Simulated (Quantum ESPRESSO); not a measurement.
Crystal: TiC.

```xyz
2
Lattice="0.0000 2.1657 2.1657 2.1657 0.0000 2.1657 2.1657 2.1657 0.0000" Properties=species:S:1:pos:R:3 pbc="T T T"
Ti    0.0000    0.0000    0.0000
C     2.1657    2.1657    2.1657
```

The cell is a database's computed one.

Base run:

* Program: Quantum ESPRESSO 7.5
* Functional: PBEsol
* Potentials or basis: SSSP 1.3 efficiency PBE
* Cutoff: 748 eV
* Density cutoff: 5987 eV
* k mesh: 11 × 11 × 11
* Occupations: fermi-dirac, width 0.05 eV
* Spin: no spin polarisation
* Hubbard terms: Ti d U = 3 eV

Its results: band gap on the k mesh none (metal or under the smearing width); pressure -1.1 GPa.

Task: The run is repeated on the same cell with these changes: hubbard terms from Ti d U = 3 eV to Ti d U = 5 eV. What comes out?

Result: Band gap on the k mesh none (metal or under the smearing width); pressure 3.2 GPa.

Caveats: the potentials were made for another functional, which shifts forces and pressure; U without spin polarisation on a metal has little footing; the U is typed as a test and isn't derived for this compound.
